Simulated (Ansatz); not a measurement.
## N: strain and displacement

```
CELL_PARAMETERS angstrom
0.00000 2.09207 2.09207
2.09207 0.00000 2.09207
2.09207 2.09207 0.00000
ATOMIC_POSITIONS crystal
N 0.00000 0.00000 0.00000
N 0.25000 0.25000 0.25000
```

Atom numbers follow the list: N1, N2.

The cell was built from the diamond type and relaxed in the same program, and has space group Fd-3m; it needn't be a known or the stable phase.

These are results of DFT, PBE, all-electron LAPW, scalar-relativistic (Ansatz 0.2.0), not measurements.

The runs use a Γ-centred 13×13×13 k mesh, Fermi–Dirac smearing of 0.08 eV, basis error target 0.25 meV/atom, no spin polarisation.

The unchanged cell is at -0.03 GPa.

In a metal, stresses and small energies carry noise from the k mesh.

x, y and z are the Cartesian axes of the cell as listed; fractional coordinates follow a strain, and an engineering shear is twice the off-diagonal strain component.

(1) With this change (z strained by +4 % at fixed volume), what becomes of the energy and stress?

With atom 1 (N) moved by (0.0300, 0.0000, 0.0000) Å: energy change under 1 meV/atom; stress change (xx, yy, zz, yz, xz, xy) 0.42, -0.30, -0.30, -2.73, 0.00, 0.00 GPa, compression positive.

## Answers

(1) Energy change -4 meV/atom; stress change (xx, yy, zz, yz, xz, xy) -2.10, -2.10, 2.31, 0.00, 0.00, 0.00 GPa, compression positive.
